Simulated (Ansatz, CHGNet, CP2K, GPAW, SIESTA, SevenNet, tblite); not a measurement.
# CP2K runs on Janus WSSe zigzag nanoribbon, bare edges (72 atoms), part 2 of 2

Wanted: CP2K inputs and outputs for Janus WSSe zigzag nanoribbon, bare edges (72 atoms), checked against a plane-wave reference.

Program: CP2K 2026.2; the method stands at each step. Banners, paths, timers and routine set-up lines are dropped from the logs unmarked, and long logs keep their key lines alone; longer cuts are marked.

So far. Step 2 (PBE, DZVP-UZH, 600/60 Ry, diagonalisation): Forces lie 4.8 % from the reference's, at 2.4 times its CPU time (on 2 against 16 cores). Step 3 (PBE+D3(BJ), DZVP-UZH, 600/60 Ry, diagonalisation): Against the first run (4.8 %), the force difference from the reference is 6.6 %, at 0.91 times the CPU time; the model has changed, so this is no error of the program alone.

## Step 4: PBE, DZVP-UZH, 210/60 Ry, diagonalisation

Method: Kohn-Sham DFT, PBE, GTH-PBE pseudopotentials, Gaussian and plane waves, DZVP-MOLOPT (UZH set), diagonalisation.

input.inp

```
&GLOBAL
  PROJECT cell
  RUN_TYPE ENERGY_FORCE
  PRINT_LEVEL LOW
&END GLOBAL
&FORCE_EVAL
  METHOD QS
  &DFT
    BASIS_SET_FILE_NAME BASIS_MOLOPT_UZH
    POTENTIAL_FILE_NAME POTENTIAL_UZH
    &MGRID
      CUTOFF 210
      REL_CUTOFF 60
    &END MGRID
    &QS
      EPS_DEFAULT 1.0E-12
    &END QS
    &SCF
      SCF_GUESS ATOMIC
      EPS_SCF 5.0E-06
      MAX_SCF 200
      ADDED_MOS 49
      &DIAGONALIZATION
        ALGORITHM STANDARD
      &END DIAGONALIZATION
      &SMEAR ON
        METHOD FERMI_DIRAC
        ELECTRONIC_TEMPERATURE [K] 580
      &END SMEAR
      &MIXING
        METHOD BROYDEN_MIXING
        ALPHA 0.2
        NBROYDEN 12
        BETA 0.05
      &END MIXING
      &PRINT
        &RESTART OFF
        &END RESTART
      &END PRINT
    &END SCF
    &XC
      &XC_FUNCTIONAL PBE
      &END XC_FUNCTIONAL
    &END XC
    &PRINT
      &MULLIKEN ON
      &END MULLIKEN
      &HIRSHFELD ON
        SHAPE_FUNCTION DENSITY
      &END HIRSHFELD
      &MO ON
        EIGENVALUES T
        OCCUPATION_NUMBERS T
        MO_INDEX_RANGE 301 324
        &EACH
          QS_SCF 0
        &END EACH
        ADD_LAST NUMERIC
      &END MO
    &END PRINT
  &END DFT
  &SUBSYS
    &CELL
      A 25.76000 0.00000 0.00000
      B 0.00000 19.43627 0.00000
      C 0.00000 0.00000 15.23000
    &END CELL
    &TOPOLOGY
      COORD_FILE_NAME structure.xyz
      COORD_FILE_FORMAT XYZ
    &END TOPOLOGY
    &KIND W
      BASIS_SET DZVP-MOLOPT-PBE-GTH-q14
      POTENTIAL GTH-PBE-q14
    &END KIND
    &KIND S
      BASIS_SET DZVP-MOLOPT-PBE-GTH-q6
      POTENTIAL GTH-PBE-q6
    &END KIND
    &KIND Se
      BASIS_SET DZVP-MOLOPT-PBE-GTH-q6
      POTENTIAL GTH-PBE-q6
    &END KIND
  &END SUBSYS
  &PRINT
    &FORCES ON
    &END FORCES
  &END PRINT
&END FORCE_EVAL
```

structure.xyz

```xyz
72

[... 72 atom lines left out: the same atoms as in the first run ...]
```

On the command line:

```
OMP_NUM_THREADS=2 cp2k.psmp -i input.inp > output.txt
```

Numbers of over 12 decimals in the logs are rounded to 6 here.

What it wrote:

```text
CP2K| version string:                                       CP2K version 2026.2
 CP2K| Input file name                                                 input.inp
 GLOBAL| Basis set file name                                    BASIS_MOLOPT_UZH
 GLOBAL| Potential file name                                       POTENTIAL_UZH
 GLOBAL| Run type                                                   ENERGY_FORCE
 GLOBAL| Total number of message passing processes                             1
 GLOBAL| Number of threads for this process                                    2
[... lines left out ...]
                        Smear method:                                FERMI_DIRAC
[... lines left out ...]
 Number of electrons:                                                        624
[... lines left out ...]
  Step     Update method      Time    Convergence         Total energy    Change
[... lines left out ...]
  *** SCF run converged in    58 steps ***
[... lines left out ...]
  Fermi energy:                                                -0.091792
  Total energy:                                             -2106.231201
  Total energy (extrapolated to T->0):                      -2106.217117
[... lines left out ...]
 MO| E(Fermi):           -0.091792 a.u.         -2.497796 eV
[... lines left out ...]
                           Hirshfeld Charges
  #Atom  Element  Kind  Ref Charge     Population                    Net charge
      1       W      1      14.000         13.909                         0.091
      2       W      1      14.000         13.922                         0.078
      3       S      2       6.000          6.069                        -0.069
[...]
71       S      2       6.000          6.095                        -0.095
     72       Se     3       6.000          6.046                        -0.046
  Total Charge                                                            0.000
 !-----------------------------------------------------------------------------!
 ENERGY| Total FORCE_EVAL ( QS ) energy [hartree]          -2106.231208
 FORCES| Atomic forces [hartree/bohr]
 FORCES|   Atom     x               y               z               |f|
 FORCES|      1 -2.63335495E-03  5.10107403E-02  1.55899171E-02   5.34048284E-02
 FORCES|      2  6.87910718E-03  2.07009168E-03 -1.28673965E-02   1.47369362E-02
 FORCES|      3  4.32292246E-03 -3.03063060E-02 -5.65020505E-04   3.06182803E-02
[...]
FORCES|     71  1.96855705E-03 -1.30925252E-02 -2.58258100E-02   2.90217487E-02
 FORCES|     72 -3.35928173E-03  8.88351759E-03  6.40040694E-03   1.14528105E-02
 FORCES| Sum    -1.17401524E-04  1.41295444E-03 -3.75426799E-03
 FORCES| Total atomic force                                       4.01307258E-03
```

The job ended after 12 min (2 threads of Arm Neoverse N1, shared host; peak memory 4.5 GiB).

Against the reference:

```yaml
r_m_s_force_component: 0.985 eV/Å
r_m_s_difference_of_force_components: 46.44 meV/Å
longest_difference_of_force_vectors: 150.9 meV/Å
force_difference_over_r_m_s_force: 4.785 %
slope_of_forces_against_the_reference_s: 1.014
correlation_of_force_components: 0.999
energy_less_the_same_level_run_s: 0.0909 meV/atom
r_m_s_force_difference_from_the_same_level_run: 7.999 meV/Å
```

This is a coarse setting, run to see what it loses.

Against the first run (4.8 %), the force difference from the reference is 4.8 %, at 0.36 times the CPU time: the change moves forces by 8.0 meV/Å r.m.s., so most of the difference comes from elsewhere.

## Step 5: All runs compared

Differences are against the plane-wave reference, forces as r.m.s. over components; share is that over the reference's r.m.s. force, slope the least-squares factor from reference forces to these. Total energies of different programs have different zeros and aren't compared.

| run | Δ force, r.m.s. (meV/Å) | share (%) | slope | cores | CPU time | memory (GiB) |
| --- | --- | --- | --- | --- | --- | --- |
| reference | - | - | - | 16 | 25 min | 10 |
| CP2K PBE, DZVP-UZH, 600/60 Ry, diagonalisation | 46.9 | 4.84 | 1.015 | 2 | 59 min | 19 |
| CP2K PBE+D3(BJ), DZVP-UZH, 600/60 Ry, diagonalisation | 63.9 | 6.59 | 1.016 | 2 | 54 min | 19 |
| CP2K PBE, DZVP-UZH, 210/60 Ry, diagonalisation (coarse) | 46.4 | 4.79 | 1.014 | 2 | 21 min | 4.5 |

Rows marked coarse were listed beforehand as settings not expected to be converged; some can still land near the reference.

CPU time is summed over cores on a shared host, where runs went side by side, so it is rough. Symmetry, cutoffs, thresholds, outputs and thread counts weren't matched or tuned between programs; memory under MPI is the largest rank's times the ranks.

Mean charges by element (e), by run and scheme:

| run | scheme | W | S | Se |
| --- | --- | --- | --- | --- |
| reference | Löwdin | +0.39 | -0.11 | -0.06 |
| CP2K PBE, DZVP-UZH, 600/60 Ry, diagonalisation | Mulliken | -0.16 | +0.04 | +0.12 |
| CP2K PBE, DZVP-UZH, 600/60 Ry, diagonalisation | Hirshfeld | +0.10 | -0.07 | -0.03 |
| CP2K PBE+D3(BJ), DZVP-UZH, 600/60 Ry, diagonalisation | Mulliken | -0.16 | +0.04 | +0.12 |
| CP2K PBE+D3(BJ), DZVP-UZH, 600/60 Ry, diagonalisation | Hirshfeld | +0.10 | -0.07 | -0.03 |

The reference's Löwdin charges lack the electrons that the projection spills, 0.074 e an atom on average.

Within one program, basis, potentials and functional, energies share a zero. Each run against its twin at the usual cutoff or grid and solver:

| run | twin | Δ energy (meV/atom) | Δ force, r.m.s. (meV/Å) | CPU time over the twin's |
| --- | --- | --- | --- | --- |
| CP2K PBE, DZVP-UZH, 210/60 Ry, diagonalisation | DZVP-UZH, 600/60 Ry, diagonalisation | 0.0909 | 8.00 | 0.36 |

Further runs of this program without a result: CP2K GFN1-xTB, diagonalisation (not converged); CP2K PBE, TZV2P-UZH, 600/60 Ry, diagonalisation (cut off at its time limit); CP2K PBE, SZV-MOLOPT-SR, 600/60 Ry, diagonalisation (cut off at its time limit).

## Step 6: Outcome

```yaml
nearest_in_forces: a tie at 4.8 % of 2 runs: CP2K PBE, DZVP-UZH, 600/60 Ry, diagonalisation; CP2K PBE, DZVP-UZH, 210/60 Ry, diagonalisation (coarse)
```

What this shows: The PBE run in local orbitals, coarse settings apart, differs by 4.8 % (CP2K PBE, DZVP-UZH, 600/60 Ry, diagonalisation); basis, grid and potentials can all enter. Rows with another functional or a dispersion term differ by 6.6 % (CP2K PBE+D3(BJ), DZVP-UZH, 600/60 Ry, diagonalisation), which mixes the change of model with differences of basis and potentials. Runs with settings chosen to be coarse differ by 4.8 % (CP2K PBE, DZVP-UZH, 210/60 Ry, diagonalisation), their programs' other errors included. None of the electronic-structure runs in the table takes under half the reference's CPU time of 25 min; they take 0.86 to 2.4 times as much. Charges hang on scheme and program or settings: among these rows the mean for W runs from -0.16 to +0.39 e, even in sign. The potentials hold different valence shells: 864 electrons in the reference, 624 in CP2K with DZVP-UZH; this bears on time and differences. The runs have no spin polarisation, so moments on W can't form, and no Hubbard term. The electronic-structure runs sample only Γ, in a cell whose periodic width is 26 Å. Spin–orbit coupling is left out, which matters for the levels of the heavy elements.

[Also dropped from logs without a mark: logging warnings of Python, and SIESTA's first energy breakdown and zero terms.]

[Logs are printed without paths, hosts, clocks, repeated set-up lines and the standing remarks that a program may print on its own settings, such as how far it seeks lower states.]

[Hosts, paths, dates, database ids (printed as entryN), source tags and the programs' standing remarks are cut or masked in the printed files.]
